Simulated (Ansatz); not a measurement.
# GaP: the cost of one run

Program: Ansatz 0.2.0. Level of theory: DFT PBEsol, scalar-relativistic, plane waves, PAW. These are calculated values, not measurements.

### Step 1. The system as given

The structure is trigonal, space group R-3m (No. 166). Conventional cell: a = 3.886 Å, b = 3.886 Å, c = 19.292 Å, α = 90.00°, β = 90.00°, γ = 120.00°. Around Ga (site symmetry 3m) lie 3 P at 2.40 Å and 1 Ga at 2.49 Å. P (site symmetry 3m) has 1 P at 2.21 Å and 3 Ga at 2.40 Å as nearest neighbours.

Structure file:

```cif
data_structure
_symmetry_space_group_name_H-M 'R-3m:H'
_symmetry_Int_Tables_number 166
_cell_length_a 3.8860
_cell_length_b 3.8860
_cell_length_c 19.2924
_cell_angle_alpha 90.000
_cell_angle_beta 90.000
_cell_angle_gamma 120.000
_cell_volume 252.31
loop_
_atom_site_label
_atom_site_type_symbol
_atom_site_symmetry_multiplicity
_atom_site_Wyckoff_symbol
_atom_site_fract_x
_atom_site_fract_y
_atom_site_fract_z
_atom_site_occupancy
Ga1 Ga 6 c 0.33333 0.66667 0.10204 1
P1 P 6 c 0.00000 0.00000 0.05739 1
```

Source of the structure: the Materials Project (structure only).

### Step 2. A first look at the start

File input.yaml:

```yaml
crystal:
  lattice:
    - [1.9430151755, 1.1218003346, 6.4308101003]
    - [-1.9430151755, 1.1218003346, 6.4308101003]
    - [0.0, -2.2436006692, 6.4308101003]
  atoms:
    - { symbol: Ga, position: [0.435372, 0.435372, 0.435372] }
    - { symbol: Ga, position: [0.564628, 0.564628, 0.564628] }
    - { symbol: P, position: [0.057389, 0.057389, 0.057389] }
    - { symbol: P, position: [0.942611, 0.942611, 0.942611] }
basis:
  ecutwfc: 420
kpoints:
  mp_grid: { grid: [6, 6, 6] }
hamiltonian:
  xc: pbesol
scf:
  occupations: { method: gaussian, width: 0.1 }
output:
  forces: true
  stress: true
  eigenvalues: true
```

Started as:

```sh
ansatz run input.yaml --threads 1 --pin off --max-ram 2560MiB --backend cpu --events-out ev --progress --plain --runs-dir out
```

Q: Estimate wall time and peak memory on 1 thread of Arm Neoverse N1, shared host.

About 6.2 s, with a peak of 0.35 GiB.
